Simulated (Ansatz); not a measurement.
# Migration of O in C

These are results of DFT PBE, scalar-relativistic, plane waves, PAW (Ansatz 0.2.0), not measurements. Settings: 420 eV cutoff, 4×4×4 k-mesh, Gaussian smearing of 0.10 eV, no spin polarisation.

Host crystal, relaxed:

```
C
1.0
     1.23326    0.71202    8.57567
    -1.23326    0.71202    8.57567
     0.00000   -1.42404    8.57567
C
4
Direct
  0.91756 0.91756 0.91756
  0.25089 0.25089 0.25089
  0.74911 0.74911 0.74911
  0.08244 0.08244 0.08244
```

In a supercell of 28 host sites, interstitial O hops to an equivalent place, moving 1.21 Å between the relaxed ends. Climbing-image nudged elastic band at fixed cell with images 0 (start) to 4 (end), the path measured over all atoms, converged to 0.05 eV/Å; the order of the saddle wasn't checked, and the small cell leaves errors of about a tenth of an eV.

Supercell rows in host cell vectors: -3 1 2; -1 -2 3; -1 0 2. O was set at (0.500, 0.500, 0.500) of the host cell.

At the relaxed start O has 2 C at 1.46 Å.

(1) What barrier does the band give, and what surrounds the atom at the top?

Answers

(1) 0.66 eV at image 2, where O has 1 C at 1.41 Å.

Cost: 1 run of about 16 core-minutes, on Intel Xeon 6975P-C (Granite Rapids) (shared hosts).